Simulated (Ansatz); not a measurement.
**Is Nb-Ti stack of (100) layers a stable metal?**

Question: is the lattice of Nb-Ti stack of (100) layers stable, and if so, what are its coupling constant and resistivity?

Calculated with Ansatz 0.2.0; DFT PBEsol, scalar-relativistic, plane waves, PAW.

## 1. The structure

The cell holds 2 atoms: 1 Nb and 1 Ti. Cell: a = 2.923 Å, b = 2.923 Å, c = 13.067 Å, α = 90.0°, β = 90.0°, γ = 90.0°. Vacuum lies along c.

## 2. Rough relaxation

Large forces or a large pressure at the start call for a first relaxation with loose thresholds.

The input, input.yaml:

```yaml
crystal:
  lattice:
    - [2.92265, 0.0, 0.0]
    - [0.0, 2.92265, 0.0]
    - [0.0, 0.0, 13.06663]
  atoms:
    - { symbol: Nb, position: [0.0, 0.0, 0.4209196] }
    - { symbol: Ti, position: [0.5, 0.5, 0.5790804] }
  periodic: [true, true, false]
kpoints:
  mp_grid: { grid: [6, 6, 1] }
hamiltonian:
  xc: pbesol
scf:
  occupations: { method: gaussian, width: 0.1 }
output:
  forces: true
  stress: true
  eigenvalues: true
relax:
  adjacent_minimum: "off"
  f_tol: 0.05
  max_steps: 80
  cell: { stress_2d_tol: 0.02 }
```

The run is started by

```bash
$ ansatz run input.yaml --threads 4 --pin off --max-ram 16384MiB --backend cpu --events-out ev --progress --plain --runs-dir out
```

Numbers of over 12 decimals in the logs are rounded to 6 here.

Log:

```text
Warning: crystal.periodic: the lattice vector that does not repeat stood 0.000° off the slab's normal, 13.067 Å along it as the deck builds it. The run solves the slab on a vector along the normal, 27.933 Å long, with every atom where it was (on the deck's vector they left 11.00 Å outside them, and the widest stretch free of ions among them is 2.07 Å). A fractional position that the run reports is one of the run's ce [...]
The last accepted step is kept in <dir> (removed where the run ends without a failure and the disk answers)
crystal.periodic: the lattice vector that does not repeat stood 0.000° off the slab's normal, 13.067 Å along it as the deck builds it. The run solves the slab on a vector along the normal, 27.933 Å long, with every atom where it was (on the deck's vector they left 11.00 Å outside them, and the widest stretch free of ions among them is 2.07 Å). A fractional position that the run reports is one of the run's cell, which [...]
Engine: ansatz 0.2.0, aarch64-unknown-linux-gnu
Pseudopotentials: kind: paw
Pseudopotential: Nb, paw, valence charge 13, recommended cutoff 420 eV (normal), Nb.paw.azcp
Pseudopotential: Ti, paw, valence charge 12, recommended cutoff 420 eV (normal), Ti.paw.azcp
Functional definition: PBEsol
  exchange = pbesol_x
  correlation = pbesol_c
Crystal: 2 atoms, lattice volume = 238.603 Å³
Basis set: ecut = 420 eV, 4593 PW (Γ), exchange–correlation on 40×40×384 points (8 copies of the dense FFT grid, shifted against one another)
Bands: 17, of which v1, the nominal top of the filled ones, is band 13 counted from 1 (12 counted from 0)
Symmetry: 8 space group operations
Space group: P4mm (ITA 99), of the structure as read, at distance tolerance 6.2e-5 Å
k-points: 10 of 36
Non-local potential: Nb, projectors of the file, l = 0: 3, l = 1: 2, l = 2: 2, l = 3: 1
Non-local potential: Ti, projectors of the file, l = 0: 3, l = 1: 2, l = 2: 3, l = 3: 1
PAW form: soft (Blöchl's): semilocal exchange-correlation on the pseudo side does not see the compensation charge
PAW frozen core: Nb, regenerated for the run's functional, and the local potential with it (the file was generated under x = pbe(κ = 0.804, μ = 0.219515), c = pbe(β = 0.066725))
PAW frozen core: Ti, regenerated for the run's functional, and the local potential with it (the file was generated under x = pbe(κ = 0.804, μ = 0.219515), c = pbe(β = 0.066725))
PAW one-centre angular grid: Nb, 590 points (default); XC on 64 Gauss nodes
PAW one-centre angular grid: Ti, 590 points (default); XC on 64 Gauss nodes
Initial density: superposition of atomic densities (neutral atoms: chi_scale 0, normalization atom), corrected by the library's trained network
Initial wavefunctions: pseudopotential atomic-orbital guess
Functional: x = pbesol(κ = 0.804, μ = 0.123457), c = pbesol(β = 0.046)
SCF iter   1: F=—  HF=-6966.849969 eV  |F-HF|=—  |Δ(HF+E_count)|=         —  Δρ=5.43e-3  dr2=5.80e-1  ethr=1.77e-3  ⟨swp⟩=9.5  Hψ=1214  notcnv=0
preconditioner: auto → LDOS  [insulator: Δε(μ)=0.102 eV  Ē_g=2.735 eV  σ=0.100 eV  W_gap=0.52  n_scr=16 (ndim 8)  ℏωp=7.2 eV  f_vac=0.747  D(μ)=4.77/eV (n_scr^D=16)  ε∞_Penn≈8.0  β→1.0]
SCF iter   2: F=—  HF=-6966.792272 eV  |F-HF|=—  |Δ(HF+E_count)|=   5.77e-2  Δρ=3.35e-3  dr2=6.62e-2  ethr=1.77e-3  ⟨swp⟩=2.8  Hψ=324  notcnv=0  defer=2
SCF iter   3: F=—  HF=-6966.802642 eV  |F-HF|=—  |Δ(HF+E_count)|=   1.04e-2  Δρ=1.56e-3  dr2=1.86e-2  ethr=2.65e-4  ⟨swp⟩=3.3  Hψ=298  notcnv=0  defer=2
SCF iter   4: F=—  HF=-6966.800820 eV  |F-HF|=—  |Δ(HF+E_count)|=   1.82e-3  Δρ=2.72e-4  dr2=9.36e-4  ethr=7.45e-5  ⟨swp⟩=2.6  Hψ=234  notcnv=0  defer=2
SCF iter   5: F=—  HF=-6966.801006 eV  |F-HF|=—  |Δ(HF+E_count)|=   1.87e-4  Δρ=1.35e-4  dr2=1.38e-4  ethr=3.75e-6  ⟨swp⟩=2.8  Hψ=235  notcnv=0  defer=2
SCF iter   6: F=—  HF=-6966.801048 eV  |F-HF|=—  |Δ(HF+E_count)|=   4.18e-5  Δρ=1.06e-4  dr2=1.03e-4  ethr=5.52e-7  ⟨swp⟩=3.6  Hψ=315  notcnv=0  defer=2
SCF iter   7: F=—  HF=-6966.801049 eV  |F-HF|=—  |Δ(HF+E_count)|=   1.09e-6  Δρ=3.53e-5  dr2=4.81e-6  ethr=4.10e-7  ⟨swp⟩=2.7  Hψ=268  notcnv=0  defer=2
SCF iter   8: F=—  HF=-6966.801042 eV  |F-HF|=—  |Δ(HF+E_count)|=   6.78e-6  Δρ=9.37e-6  dr2=2.59e-7  ethr=1.92e-8  ⟨swp⟩=3.4  Hψ=314  notcnv=0  defer=2
iter 9 did not close the SCF: its close was put off until two iterations running show no level that it waits for move by more than its bar (scf_convergence_deferred on its scf_iter line)
SCF iter   9: F=-6966.801043 eV  HF=-6966.801043 eV  |F-HF|=2.39e-8  |Δ(HF+E_count)|=   3.54e-7  Δρ=4.04e-6  dr2=7.76e-8  ethr=4.00e-10  ⟨swp⟩=11.7  Hψ=979  notcnv=0
iter 10 did not close the SCF: its close was put off until two iterations running show no level that it waits for move by more than its bar (scf_convergence_deferred on its scf_iter line)
SCF iter  10: F=-6966.801043 eV  HF=-6966.801043 eV  |F-HF|=9.02e-9  |Δ(HF+E_count)|=   6.72e-8  Δρ=1.75e-6  dr2=7.02e-9  ethr=3.10e-10  ⟨swp⟩=3.9  Hψ=632  notcnv=0
SCF iter  11: F=-6966.801043 eV  HF=-6966.801043 eV  |F-HF|=4.99e-9  |Δ(HF+E_count)|=   7.38e-9  Δρ=6.64e-7  dr2=8.34e-10  ethr=2.81e-11  ⟨swp⟩=3.2  Hψ=653  notcnv=0
SCF 1 converged in 11 iterations: F = -6966.801043 eV  dr2 = 8.34e-10
  greatest PAW one-centre occupation: 0.999 electrons in one spin orbital (limit 2), on the Ti atom at site 1 (counted from 0), in its partial waves of l = 0
relax step   1: F+E_penalty+E_count = -6966.80104278 eV  Δ(F+E_penalty+E_count) = +0.000e0 eV  max|allowed force component| = 1.036e0 eV/Å  Δτ_max = 0.0000 Å  P = -10.238 N/m  Ω = 238.603 Å³  fix = [c, alpha, beta]  reactions: c +0.000 N/m  (11 SCF iters, dr2 threshold 1.00e-7 eV, accepted)
Crystal: 2 atoms, lattice volume = 215.790 Å³
Basis set: ecut = 420 eV, 4289 PW (Γ), exchange–correlation on 40×40×384 points (8 copies of the dense FFT grid, shifted against one another)
Initial density: handed on by an earlier stage of this run
Initial wavefunctions: those handed on with the density
SCF iter   1: F=—  HF=-6967.035108 eV  |F-HF|=—  |Δ(HF+E_count)|=         —  Δρ=1.28e-2  dr2=1.02e0  ethr=3.10e-3  ⟨swp⟩=11.7  Hψ=1323  notcnv=0
preconditioner: auto → LDOS  [metal: Δε(μ)=0.128 eV  Ē_g=3.407 eV  σ=0.100 eV  W_gap=0.47  n_scr=16 (ndim 8)  ℏωp=7.6 eV  f_vac=0.757  D(μ)=5.70/eV (n_scr^D=18)  β→1.0]
SCF iter   2: F=—  HF=-6966.883535 eV  |F-HF|=—  |Δ(HF+E_count)|=   1.52e-1  Δρ=6.89e-3  dr2=3.50e-1  ethr=3.10e-3  ⟨swp⟩=3.0  Hψ=378  notcnv=0  defer=2
SCF iter   3: F=—  HF=-6966.887704 eV  |F-HF|=—  |Δ(HF+E_count)|=   4.17e-3  Δρ=2.94e-3  dr2=9.92e-2  ethr=1.40e-3  ⟨swp⟩=3.2  Hψ=328  notcnv=0  defer=2
[...]
SCF iter  10: F=-6967.268947 eV  HF=-6967.268947 eV  |F-HF|=1.96e-7  |Δ(HF+E_count)|=   7.14e-7  Δρ=3.99e-6  dr2=1.32e-7  ethr=8.00e-10  ⟨swp⟩=11.6  Hψ=1032  notcnv=0
the search or the solves at the SCF's close seem to have found levels that the self-consistency loop had missed (the run counts 1). By its estimate they hold under 1e-12 electrons; where the run keeps them, the occupations were computed again with them
SCF 3 converged in 10 iterations: F = -6967.268947 eV  dr2 = 1.32e-7
relax step   3: F+E_penalty+E_count = -6967.26894733 eV  Δ(F+E_penalty+E_count) = -3.849e-1 eV  max|allowed force component| = 8.659e-3 eV/Å  Δτ_max = 0.1603 Å  P = -3.770 N/m  Ω = 210.118 Å³  energy of the carried Pulay correction = +3.640e-4 eV  fix = [c, alpha, beta]  reactions: c -0.000 N/m  (10 SCF iters, dr2 threshold 2.00e-7 eV, accepted)
[...]
relax step   4: F+E_penalty+E_count = -6967.35141703 eV  Δ(F+E_penalty+E_count) = -8.247e-2 eV  max|allowed force component| = 1.205e-1 eV/Å  Δτ_max = 0.0532 Å  P = -1.043 N/m  Ω = 196.586 Å³  energy of the carried Pulay correction = +5.537e-4 eV  fix = [c, alpha, beta]  reactions: c -0.000 N/m  (8 SCF iters, dr2 threshold 2.00e-7 eV, accepted)
[...]
relax step   5: F+E_penalty+E_count = -6967.35367216 eV  Δ(F+E_penalty+E_count) = -2.255e-3 eV  max|allowed force component| = 7.280e-2 eV/Å  Δτ_max = 0.0026 Å  P = +0.176 N/m  Ω = 193.831 Å³  energy of the carried Pulay correction = +5.938e-4 eV  fix = [c, alpha, beta]  reactions: c +0.000 N/m  (6 SCF iters, dr2 threshold 2.00e-7 eV, accepted)
[...]
relax step   6: F+E_penalty+E_count = -6967.35428721 eV  Δ(F+E_penalty+E_count) = -6.150e-4 eV  max|allowed force component| = 1.795e-2 eV/Å  Δτ_max = 0.0081 Å  P = +0.039 N/m  Ω = 194.578 Å³  energy of the carried Pulay correction = +5.829e-4 eV  fix = [c, alpha, beta]  reactions: c +0.000 N/m  (6 SCF iters, dr2 threshold 2.00e-7 eV, accepted)
[...]
relax step   7: F+E_penalty+E_count = -6967.35430956 eV  Δ(F+E_penalty+E_count) = -2.234e-5 eV  max|allowed force component| = 4.830e-4 eV/Å  Δτ_max = 0.0013 Å  P = -0.002 N/m  Ω = 194.591 Å³  energy of the carried Pulay correction = +5.827e-4 eV  fix = [c, alpha, beta]  reactions: c -0.000 N/m  (6 SCF iters, dr2 threshold 2.59e-9 eV, accepted)
Basis set: ecut = 420 eV, 3817 PW (Γ), exchange–correlation on 36×36×384 points (8 copies of the dense FFT grid, shifted against one another)
Initial wavefunctions: pseudopotential atomic-orbital guess (no wavefunctions were taken with the density)
iter 1 solved again at ethr=3.12e-6 eV; its pass at ethr=3.10e-3 eV (dr2=7.81e-4 eV) is discarded
SCF iter   1: F=—  HF=-6967.353652 eV  |F-HF|=—  |Δ(HF+E_count)|=         —  Δρ=8.10e-5  dr2=1.44e-6  ethr=3.12e-6  ⟨swp⟩=5.4  Hψ=1961  notcnv=0
eigensolver tolerance schedule: the retry pair's looser diagonalisation over-reported the residual by 542.00 of it (diagonalisation noise at 1.21 of the residual, at the tolerance the schedule requests for it); recorded, not acted on — ethr = c·dr2/N_el stays at c = 1.0e-1
preconditioner: auto → LDOS  [metal: Δε(μ)=0.062 eV  Ē_g=3.418 eV  σ=0.100 eV  W_gap=0.34  n_scr=16 (ndim 8)  ℏωp=8.0 eV  f_vac=0.745  D(μ)=3.79/eV (n_scr^D=16)  β→1.0]
SCF iter   2: F=—  HF=-6967.353664 eV  |F-HF|=—  |Δ(HF+E_count)|=   1.21e-5  Δρ=2.46e-5  dr2=3.77e-6  ethr=5.75e-9  ⟨swp⟩=4.2  Hψ=455  notcnv=0
SCF iter   3: F=—  HF=-6967.353664 eV  |F-HF|=—  |Δ(HF+E_count)|=   2.43e-7  Δρ=4.54e-6  dr2=2.19e-7  ethr=5.75e-9  ⟨swp⟩=3.7  Hψ=358  notcnv=0
SCF iter   4: F=—  HF=-6967.353664 eV  |F-HF|=—  |Δ(HF+E_count)|=   8.89e-8  Δρ=5.62e-6  dr2=1.19e-7  ethr=8.76e-10  ⟨swp⟩=4.2  Hψ=382  notcnv=0
SCF iter   5: F=—  HF=-6967.353664 eV  |F-HF|=—  |Δ(HF+E_count)|=   1.29e-8  Δρ=1.16e-6  dr2=1.10e-8  ethr=4.78e-10  ⟨swp⟩=3.6  Hψ=336  notcnv=0
SCF iter   6: F=—  HF=-6967.353664 eV  |F-HF|=—  |Δ(HF+E_count)|=   6.55e-9  Δρ=2.21e-7  dr2=1.22e-10  ethr=4.42e-11  ⟨swp⟩=2.3  Hψ=265  notcnv=0
SCF iter   7: F=—  HF=-6967.353664 eV  |F-HF|=—  |Δ(HF+E_count)|=   1.71e-9  Δρ=8.60e-8  dr2=2.03e-11  ethr=1.00e-12  ⟨swp⟩=2.9  Hψ=325  notcnv=0
SCF iter   8: F=—  HF=-6967.353664 eV  |F-HF|=—  |Δ(HF+E_count)|=  1.95e-10  Δρ=2.34e-8  dr2=2.44e-12  ethr=1.00e-12  ⟨swp⟩=1.5  Hψ=197  notcnv=0
SCF iter   9: F=-6967.353664 eV  HF=-6967.353664 eV  |F-HF|=2.55e-11  |Δ(HF+E_count)|=  2.27e-10  Δρ=1.58e-8  dr2=1.06e-12  ethr=1.00e-12  ⟨swp⟩=13.3  Hψ=1262  notcnv=0
SCF 8 converged in 9 iterations: F = -6967.353664 eV  dr2 = 1.06e-12
relax step   8: F+E_penalty+E_count = -6967.35366416 eV  Δ(F+E_penalty+E_count) = +6.454e-4 eV  max|allowed force component| = 2.416e-4 eV/Å  Δτ_max = 0.0000 Å  P = +0.000 N/m  Ω = 194.591 Å³  fix = [c, alpha, beta]  reactions: c +0.000 N/m  stress off target by 2.41e-4 N/m on what of the cell is left free  SCF on the basis re-selected at this cell (its energy is not comparable with the rows above)  (9 SCF iters)
basis re-selected at this cell: Δ(F+E_penalty+E_count) = +6.454e-4 eV, ΔP = +0.003 N/m vs the last step (what re-selecting the basis moved, of the pressure what is left beyond the Pulay correction that the steps carried, after the strain that the cell walked since its last selection, with what the two solves' SCF thresholds leave and, on support functions, any second-order correction that the steps lacked; it is no measure of the basis error at this ecutwfc). The dense FFT grid was sized anew with the basis: this SCF ran on 18×18×192 points, the steps before it on 20×20×192, so part of this shift can come from that change (see relax.cell in the input reference). [rest of the remark cut]
SCF converged after 9 iterations
Free energy (F): -6967.353664 eV
Harris-Foulkes:  -6967.353664 eV  (|F-HF|=2.55e-11)
Internal energy: -6967.334693 eV  (E = F + TS)
E sigma→0 (E₀):  -6967.344179 eV
Entropy (-TS):   -0.018971 eV (-9.486 meV/atom)
Fermi energy:    -4.421437 eV
--- Per-component energies (eV) ---
  E_band       = -728.934147
  E_kinetic    = 670.363896
  E_local      = -47261.036528  (includes V_loc(G=0)·N_el)
  E_nonlocal   = 134.576034
  E_hartree    = 23171.010163
  E_xc         = -270.380564
  E_vxc        = -332.979629  (∫ρ·V_xc dr)
  E_paw        = -4041.861395  (= ΣΔE_a)
  E_vpaw       = -281.878506  (= ΣTr[D̂ρ^β])
  E_aug_tail   = 0.000117  (compensation charges beyond the density's cutoff)
  E_ewald      = 20629.665491
  E_core_change = 0.328093  (= ΣΔE_core)
  E_smearing   = -0.018971  (= −TS)
  E_closure    = 0.000000  (closes the sum)
  Σ components = -6967.353664   (vs F -6967.353664, Δ=0.00e0)
--- Forces (eV/Å), atoms counted from 1 ---
  atom   1  Nb    -0.00000000     0.00000000     0.00024184
  atom   2  Ti     0.00000000    -0.00000000    -0.00024146
  max |Σ_I F_I| component: 3.79e-7 eV/Å
--- 2D stress c σ (N/m, compression-positive) ---
        0.000241       0.000000       0.000000
        0.000000       0.000241       0.000000
        0.000000       0.000000       0.000000
  P = ½ c Tr σ = 0.0002 N/m
--- Band table (eV; the first three rows and the last of 10) ---
  k-point 0: bands = [... 9 lower, -8.2750, -7.5126, -5.4036, -5.2841, -4.3806, -3.2321, -2.4582, -2.4582]
  k-point 1: bands = [... 9 lower, -7.6899, -6.5373, -5.4006, -4.9676, -4.1944, -3.8354, -2.6953, -2.3472]
  k-point 2: bands = [... 9 lower, -7.0819, -5.9108, -5.0754, -4.3952, -4.1230, -2.4233, -2.2425, -2.1125]
  k-point 9: bands = [... 9 lower, -7.0920, -6.4750, -6.4750, -2.9384, -2.9384, -1.9025, -1.1759, 0.5296]
--- Relaxed structure (7 steps of the walk, 7 accepted, 1 SCFs on fresh bases) ---
  F+E_penalty+E_count = -6967.35366416 eV   max|allowed force component| = 2.416e-4 eV/Å   (the final SCF, on the basis selected at the relaxed cell)
  cell:  # Å, volume = 194.5911 Å³
    - [2.639373, 0.0, 0]
    - [0.0, 2.639373, 0.0]
    - [0, 0.0, 27.933257]
  atoms:
    - { symbol: Nb, position: [0, 0.0, 0.195331] }
    - { symbol: Ti, position: [0.5, 0.5, 0.272449] }
```

Wall time 10 s (4 threads of Arm Neoverse V2, shared host); peak memory 0.48 GiB; 36 s of CPU time.

The steps of the relaxation:

| step | energy less that of the first step (eV) | largest force component (eV/Å) | volume (Å³) |
| --- | --- | --- | --- |
| 1 | 0.0000 | 1.0364 | 238.60 |
| 2 | -0.0831 | 2.3039 | 215.79 |
| 3 | -0.4679 | 0.0087 | 210.12 |
| 4 | -0.5504 | 0.1205 | 196.59 |
| 5 | -0.5526 | 0.0728 | 193.83 |
| 6 | -0.5532 | 0.0180 | 194.58 |
| 7 | -0.5533 | 0.0005 | 194.59 |
| 8* | -0.5526 | 0.0002 | 194.59 |

Relaxation steps marked * repeat the geometry before them on a plane-wave basis chosen anew for their cell, so energy and pressure can jump there.

The run keeps the 8 symmetry operations that it works with, so distortions that break them were not tested.

| cell as run | before | after | change |
| --- | --- | --- | --- |
| a (Å) | 2.923 | 2.639 | -9.7 % |
| b (Å) | 2.923 | 2.639 | -9.7 % |

The atoms that moved most (Å, along periodic axes as changes of fractional coordinates times the final cell, across vacuum about the mean position):

| atom | dx | dy | dz | length |
| --- | --- | --- | --- | --- |
| Nb1 | 0.000 | 0.000 | -0.044 | 0.044 |
| Ti2 | 0.000 | 0.000 | 0.044 | 0.044 |

The relaxed structure:

```cif
data_structure
_symmetry_space_group_name_H-M 'P 1'
_symmetry_Int_Tables_number 1
_cell_length_a 2.6394
_cell_length_b 2.6394
_cell_length_c 27.9333
_cell_angle_alpha 90.000
_cell_angle_beta 90.000
_cell_angle_gamma 90.000
_cell_volume 194.59
loop_
_atom_site_label
_atom_site_type_symbol
_atom_site_fract_x
_atom_site_fract_y
_atom_site_fract_z
_atom_site_occupancy
Nb1 Nb 0.00000 0.00000 0.19533 1
Ti2 Ti 0.50000 0.50000 0.27245 1
```

This step gave:

* metallic on mesh: yes
* gap on the k-mesh: 0 eV

The relaxation ends with a largest force component of 2.4e-4 eV/Å.

## 3. Relaxing cell and atoms

Lattice constant and positions set the bands and the force constants, so the cell is relaxed first.

The input, input.yaml:

```yaml
crystal:
  lattice:
    - [2.6393728568, 0.0, 0.0]
    - [0.0, 2.6393728568, 0.0]
    - [0.0, 0.0, 27.9332573082]
  atoms:
    - { symbol: Nb, position: [0.0, 0.0, 0.1953309038] }
    - { symbol: Ti, position: [0.5, 0.5, 0.2724494863] }
  periodic: [true, true, false]
kpoints:
  mp_grid: { grid: [12, 12, 1] }
hamiltonian:
  xc: pbesol
scf:
  occupations: { method: gaussian, width: 0.1 }
output:
  forces: true
  stress: true
  eigenvalues: true
  write_density: true
  write_potential: true
  elf: true
  volumetric_format: npy
relax:
  adjacent_minimum: "off"
  f_tol: 0.005
  max_steps: 80
  cell: { stress_2d_tol: 0.02 }
```

Log:

```text
[the first part of the log is left out]
  E_xc         = -270.361057
  E_vxc        = -332.951114  (∫ρ·V_xc dr)
  E_paw        = -4041.796997  (= ΣΔE_a)
  E_vpaw       = -281.783756  (= ΣTr[D̂ρ^β])
  E_aug_tail   = 0.000117  (compensation charges beyond the density's cutoff)
  E_ewald      = 20614.737187
  E_core_change = 0.328093  (= ΣΔE_core)
  E_smearing   = -0.017919  (= −TS)
  E_closure    = 0.000000  (closes the sum)
  Σ components = -6967.380516   (vs F -6967.380516, Δ=0.00e0)
--- Forces (eV/Å), atoms counted from 1 ---
  atom   1  Nb    -0.00000000    -0.00000000     0.00019194
  atom   2  Ti    -0.00000000    -0.00000000    -0.00019215
  max |Σ_I F_I| component: 2.08e-7 eV/Å
--- 2D stress c σ (N/m, compression-positive) ---
        0.004649       0.000000      -0.000000
        0.000000       0.004649      -0.000000
       -0.000000      -0.000000       0.000000
  P = ½ c Tr σ = 0.0046 N/m
--- Band table (eV; the first three rows and the last of 28) ---
[...]
--- Relaxed structure (3 steps of the walk, 2 accepted, 1 SCFs on fresh bases) ---
[...]
cell:  # Å, volume = 194.6673 Å³
    - [2.639890, 0.0, 0]
    - [0.0, 2.639890, 0.0]
    - [0, 0.0, 27.9332573082]
  atoms:
    - { symbol: Nb, position: [0, 0.0, 0.195275] }
    - { symbol: Ti, position: [0.500000, 0.500000, 0.272505] }
```

Elapsed: 14 s, on 4 threads; peak memory 0.51 GiB.

Little changed from the start: no atom moved by 0.005 Å and no cell edge by 0.1 %.

ELF in the ca plane at fractional y = 0.000, with atoms of Nb within 0.2 Å of it. It is the smooth field of the valence electrons, not physical close to the nuclei.

Ten even steps from '0' (0.00) to '9' (0.78), each cell a mean:
```
00000000011149869636778999742000000000000000
00000000111126998446545787631000000000000000
00000000122223564455423466531000000000000000
00000000123433334575322355421000000000000000
00000000123333344465322455421000000000000000
00000000112125886345434677531000000000000000
00000000011138989536667898742000000000000000
00000000000149638736888999752100000000000000
```
Columns run along c (16.0 Å, from fractional 0.00 to 0.57 of the cell), rows up along a (2.6 Å). Atoms in or near the plane, at fractional coordinates: Nb at (0.20, 0.00).

Electrostatic potential energy in the ca plane at fractional y = 0.000, with atoms of Nb within 0.2 Å of it. With pseudopotentials it is smooth inside the atoms' cores, unlike the true potential.

Ten even steps from '0' (-57 eV) to '9' (0 eV), each cell a mean:
```
99999999999861000489999999999999999999999999
99999999999974102689999999999999999999999999
99999999999987556899888999999999999999999999
99999999999998888999888999999999999999999999
99999999999998777899888999999999999999999999
99999999999986324789999999999999999999999999
99999999999872000589999999999999999999999999
99999999999861000389999999999999999999999999
```
Columns run along c (16.0 Å, from fractional 0.00 to 0.57 of the cell; values clipped at the 3rd and 97th percentile), rows up along a (2.6 Å). Atoms in or near the plane, at fractional coordinates: Nb at (0.20, 0.00).

Valence density in the ca plane at fractional y = 0.000, with atoms of Nb within 0.2 Å of it. It is the smooth field of the valence electrons, not physical close to the nuclei.

Values in e/Å³, 5 rows by 16 columns, each cell a mean:
```
0.0 0.0 0.0 0.0 0.6 4.3 1.1 0.2 0.1 0.0 0.0 0.0 0.0 0.0 0.0 0.0
0.0 0.0 0.0 0.0 0.2 1.2 0.4 0.2 0.1 0.0 0.0 0.0 0.0 0.0 0.0 0.0
0.0 0.0 0.0 0.0 0.1 0.5 0.3 0.3 0.1 0.0 0.0 0.0 0.0 0.0 0.0 0.0
0.0 0.0 0.0 0.0 0.3 2.2 0.6 0.2 0.1 0.0 0.0 0.0 0.0 0.0 0.0 0.0
0.0 0.0 0.0 0.0 0.8 4.8 1.4 0.2 0.1 0.0 0.0 0.0 0.0 0.0 0.0 0.0
```
Columns run along c (16.0 Å, from fractional 0.00 to 0.57 of the cell), rows up along a (2.6 Å). Atoms in or near the plane, at fractional coordinates: Nb at (0.20, 0.00).

[end of part 1 of 2]

[Logs are printed without paths, hosts, clocks, repeated set-up lines and the standing remarks that a program may print on its own settings, such as how far it seeks lower states.]

[Hosts, paths, dates, database ids (printed as entryN), source tags and the programs' standing remarks are cut or masked in the printed files.]
